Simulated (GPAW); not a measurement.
The system is CuO.

```xyz
4
Lattice="3.4221 0.0000 0.0000 0.0000 3.4221 0.0000 0.0000 0.0000 4.2605" Properties=species:S:1:pos:R:3 pbc="T T T"
Cu    0.0000    1.7110    0.0000
Cu    1.7110    0.0000    2.1302
O     0.0000    0.0000    1.0651
O     0.0000    0.0000    3.1953
```

Measurements of this composition are mostly on another form, of space group No. 15.

Base run:

```yaml
Program: GPAW 26.7.0
Functional: r2SCAN
Potentials_or_basis: GPAW PAW data sets (gpaw-data 1.2.1)
Cutoff: 800 eV
Basis: pw
k_mesh: 6 × 6 × 5
Occupations: fermi-dirac, width 0.05 eV
Spin: no spin polarisation
Hubbard_terms: Cu d U = 4 eV
```

Its results: band gap on the k mesh none (metal or under the smearing width); pressure -5.9 GPa.

**Question.** The run is repeated on the same cell with these changes: hubbard terms from Cu d U = 4 eV to Cu d U = 1 eV. What comes out?

**Answer.** Band gap on the k mesh none (metal or under the smearing width); pressure -6.3 GPa.

Caveats: with this Cu data set, volumes or pressures lay over 1.5 % or 2 GPa off other programs in two to four cells of ten; the PAW data sets were made with another functional, which shifts forces and pressure a little; the run has no spin polarisation, though such a crystal can be magnetic; U without spin polarisation on a metal has little footing.

Not every run made on this cell is shown here.
